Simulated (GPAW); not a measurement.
## CdS: equation of state with r2SCAN

Crystal: CdS.

```
CELL_PARAMETERS angstrom
3.89368 0.00000 0.00000
1.94684 3.37202 0.00000
1.94684 1.12401 3.17917
ATOMIC_POSITIONS crystal
Cd 0.00000 0.00000 0.00000
S 0.50000 0.50000 0.50000
```

Measurements of this composition are mostly on another form, of space group No. 186.

- Program: GPAW 26.7.0
- Task: equation of state
- Functional: r2SCAN
- Potentials or basis: GPAW PAW data sets (gpaw-data 1.2.1), newer versions
- Basis: fd
- Grid spacing: 0.14 Å
- k mesh: 4 × 4 × 4
- Occupations: fermi-dirac, width 0.05 eV
- Spin: no spin polarisation

```
Equilibrium volume : 20.36 Å³/atom (rough: see the caveat)
Bulk modulus       : 83 GPa (rough)
```

Energy against volume, from the lowest point:
```
volume (Å³/atom)  energy (meV/atom)
          19.618               7.38
          20.036               1.22
          20.453               0.00
          20.871               3.08
          21.288               9.90
          21.705              20.02
          22.123              33.16
```

Run time: 5.6 min on 1 thread of Arm Neoverse V2 (shared host), peak memory 1.6 GiB.

Caveat: the k mesh is coarse (spacing up to 0.49 Å⁻¹), so the values aren't converged; the points scatter about the fit; this data set isn't filtered on real-space grids, so forces and energies are noisy; the PAW data sets were made with another functional, which shifts forces and pressure a little.
